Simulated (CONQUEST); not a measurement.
The system is KTaO3.

```xyz
5
Lattice="3.9883 0.0000 0.0000 0.0000 3.9883 0.0000 0.0000 0.0000 3.9883" Properties=species:S:1:pos:R:3 pbc="T T T"
Ta    0.0000    0.0000    0.0000
K     1.9942    1.9942    1.9942
O     1.9942    0.0000    0.0000
O     0.0000    1.9942    0.0000
O     0.0000    0.0000    1.9942
```

```yaml
Program: CONQUEST 1.3
Task: single point
Functional: PBEsol
Potentials_or_basis: PseudoDojo NC PBEsol, DZP, grid cutoff 150 Ha
k_mesh: 7 × 7 × 7
Occupations: fermi-dirac, width 0.05 eV
Spin: no spin polarisation
```

On this cell: pressure 1.6 GPa; largest force zero by symmetry; band gap on the k mesh 1.95 eV, indirect (least direct gap 2.49 eV).

The same run follows on a disturbed copy (atoms moved at random, drawn with an rms of 0.05 Å):

```xyz
5
Lattice="3.9883 0.0000 0.0000 0.0000 3.9883 0.0000 0.0000 0.0000 3.9883" Properties=species:S:1:pos:R:3 pbc="T T T"
Ta    3.9358    0.0254    0.0351
K     2.0841    1.9853    1.9596
O     1.9539    0.0041    0.0139
O     0.0071    2.0111    3.9864
O     3.9718    0.0292    2.0125
```

What does the disturbed cell give?

The energy moves by +10.7 meV/atom; pressure 1.0 GPa; largest force 0.604 eV/Å; band gap on the k mesh 1.96 eV, indirect (least direct gap 2.50 eV).

Forces in eV/Å, atoms in the order of the input:
```
Ta   0.280 -0.108 -0.172
K   -0.533  0.132  0.250
O    0.464  0.027 -0.015
O   -0.155 -0.002  0.054
O   -0.059 -0.070 -0.162
```

Stress tensor (GPa, compression positive):
```
 0.77 -0.23 -0.26
-0.23  1.17  0.07
-0.26  0.07  1.14
```

The forces don't sum to zero, so they hold noise of the program's grid.

Caveats: spin-orbit coupling is left out, which moves the levels of the heavy elements; an odd mesh through Γ misses points on the zone boundary, where band edges often lie; the basis of atomic orbitals isn't converged, which shifts pressures, moduli and gaps.
